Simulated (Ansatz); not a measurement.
Runs of Ansatz 0.2.0 on Hf. The typed cell holds 1 atom: a = 2.880 Å, b = 3.093 Å, c = 3.172 Å, α = 104.64°, β = 108.16°, γ = 109.13°. This isn't the form of Hf at room conditions, which is hcp.

| level | cutoff (eV) | gap on the mesh (eV) | pressure (GPa) | relaxed volume (Å³/atom) |
| --- | --- | --- | --- | --- |
| RPBE | 420 | none | 0.0 | 23.20 |
| LDA | 420 | none | 0.0 | 20.48 |
| r2SCAN | 500 | none | 0.0 | (b) |
| PBE | 420 | none | 0.0 | 22.54 |
| BLYP | 420 | none | 0.0 | 23.12 |
| revPBE | 420 | none | 0.0 | 23.01 |
| PBEsol | 420 | none | 0.0 | (a) |

Alike in all rows: task relaxation of cell and atoms; potentials or basis Ansatz PAW; no spin polarisation; cell relaxed from: cell sheared at random, sigma 0.06, atoms nudged by 0.01 Å; k mesh 11 × 10 × 10; smearing fermi-dirac 0.05 eV.

Task: Fill in the values left out.

Result: (a) 21.56; (b) 22.44.

Caveats: the plane-wave basis is chosen anew once the cell has moved, so the energies of steps on either side of that aren't comparable; the PAW data sets come from PBE, with cores solved anew for the run's functional, which leaves a small shift of forces and pressure (some runs).

A k mesh can miss the band edges, and the runs leave out spin-orbit coupling on Hf.

A gap of «none» marks a metal or a gap under the smearing width.
